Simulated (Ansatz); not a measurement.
ZnS: strain and displacement

```xyz
2
Lattice="0.0000 2.7046 2.7046 2.7046 0.0000 2.7046 2.7046 2.7046 0.0000" Properties=species:S:1:pos:R:3 pbc="T T T"
Zn    0.0000    0.0000    0.0000
S     4.0570    4.0570    4.0570
```

Atom numbers follow the list: Zn1, S2.

The conventional cell has a = 5.409 Å, b = 5.409 Å, c = 5.409 Å, α = 90.00°, β = 90.00°, γ = 90.00°. Zn (atom 1) is surrounded by 4 S at 2.34 Å. S (atom 2) has 4 Zn at 2.34 Å as nearest neighbours.

The cell is COD entry 9000107, as deposited and not checked against the literature; nothing was relaxed.

Computed with DFT, PBEsol, all-electron LAPW, scalar-relativistic (Ansatz 0.2.0).

Settings: a Γ-centred 8×8×8 k mesh, Fermi–Dirac smearing of 0.01 eV, basis error target 0.25 meV/atom, no spin polarisation.

The unchanged cell is at -2.17 GPa.

Semilocal functionals give too small gaps.

x, y and z are the Cartesian axes of the cell as listed; fractional coordinates follow a strain, and an engineering shear is twice the off-diagonal strain component.

One change gave: energy change +1 meV/atom; stress change (xx, yy, zz, yz, xz, xy) 0.03, 0.03, 0.03, -0.64, -0.64, -0.64 GPa, compression positive; change of the force on Zn1 (-0.047, -0.047, -0.047) eV/Å; gap on the k mesh 1.96 → 1.94 eV. Which change was it?
A. equal xy, yz and zx engineering shear strains of +3 %
B. equal xy, yz and zx engineering shear strains of +2 %
C. equal xy, yz and zx engineering shear strains of -2 %
D. equal xy, yz and zx engineering shear strains of -3 %
E. equal xy, yz and zx engineering shear strains of +1 %
F. equal xy, yz and zx engineering shear strains of -1 %

E. For equal xy, yz and zx engineering shear strains of -3 %: energy change +11 meV/atom; stress change (xx, yy, zz, yz, xz, xy) 0.31, 0.31, 0.31, 2.13, 2.13, 2.13 GPa, compression positive; change of the force on Zn1 (0.187, 0.187, 0.187) eV/Å; gap on the k mesh 1.96 → 1.86 eV. For equal xy, yz and zx engineering shear strains of -1 %: energy change +1 meV/atom; stress change (xx, yy, zz, yz, xz, xy) 0.03, 0.03, 0.03, 0.67, 0.67, 0.67 GPa, compression positive; change of the force on Zn1 (0.054, 0.054, 0.054) eV/Å; gap on the k mesh 1.96 → 1.93 eV. For equal xy, yz and zx engineering shear strains of +2 %: energy change +5 meV/atom; stress change (xx, yy, zz, yz, xz, xy) 0.13, 0.13, 0.13, -1.26, -1.26, -1.26 GPa, compression positive; change of the force on Zn1 (-0.087, -0.087, -0.087) eV/Å; gap on the k mesh 1.96 → 1.92 eV. For equal xy, yz and zx engineering shear strains of -2 %: energy change +5 meV/atom; stress change (xx, yy, zz, yz, xz, xy) 0.13, 0.13, 0.13, 1.38, 1.38, 1.38 GPa, compression positive; change of the force on Zn1 (0.116, 0.116, 0.116) eV/Å; gap on the k mesh 1.96 → 1.89 eV. For equal xy, yz and zx engineering shear strains of +3 %: energy change +10 meV/atom; stress change (xx, yy, zz, yz, xz, xy) 0.28, 0.28, 0.28, -1.85, -1.85, -1.85 GPa, compression positive; change of the force on Zn1 (-0.121, -0.121, -0.121) eV/Å; gap on the k mesh 1.96 → 1.88 eV.
